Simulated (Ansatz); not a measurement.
# SnSe2: a single-point run

Wanted: a converged single-point run for SnSe2, and a check of what comes out. The structure is shown as the input types it. The cell is built on a prototype (CdCl2 type) and needn't be the phase found in nature.

Method: density functional or hybrid calculation with the settings of its input, plane waves (as first typed), in Ansatz 0.2.0.

5 further runs of the same task are left out: 5 that didn't finish.

## (1) The system as given

Symmetry: R-3m, No. 166, trigonal system. The conventional cell has a = 3.825 Å, b = 3.825 Å, c = 19.005 Å, α = 90.00°, β = 90.00°, γ = 120.00°. Around Sn (site symmetry -3m) lie 6 Se at 2.71 Å. Se (site symmetry 3m) is surrounded by 3 Sn at 2.71 Å.

Structure file:

```xyz
3
Lattice="1.9123 1.1041 6.3351 -1.9123 1.1041 6.3351 0.0000 -2.2081 6.3351" Properties=species:S:1:pos:R:3 pbc="T T T"
Sn    0.0000    0.0000    0.0000
Se    0.0000    0.0000    4.7619
Se    0.0000    0.0000   14.2434
```

## (2) Input and run

The input, input.yaml:

```yaml
crystal:
  lattice:
    - [1.912291613, 1.1040620775, 6.3350942195]
    - [-1.912291613, 1.1040620775, 6.3350942195]
    - [0.0, -2.208124155, 6.3350942195]
  atoms:
    - { symbol: Sn, position: [0.0, 0.0, 0.0] }
    - { symbol: Se, position: [0.2505568964, 0.2505568964, 0.2505568964] }
    - { symbol: Se, position: [0.7494431036, 0.7494431036, 0.7494431036] }
kpoints:
  mp_grid: { grid: [6, 6, 6] }
hamiltonian:
  xc: pbe
scf:
  occupations: { method: cold, width: 1.5 }
  n_extra_bands: 4
output:
  forces: true
  stress: true
  eigenvalues: true
```

The run is started by

```bash
ansatz run input.yaml --threads 4 --pin off --max-ram 3686MiB --backend cpu --events-out ev --progress --plain --runs-dir out
```

What happens when this is run?

This run ends as converged. Convergence says nothing about whether the input makes sense.

Look at the input: scf.occupations.method is cold; scf.occupations.width is 1.5. A smearing of this width stands for electrons at many thousands of kelvin; it empties bonding states and fills antibonding ones.

The test: delete scf.occupations.width (the default then holds) and set scf.occupations.method to fixed.
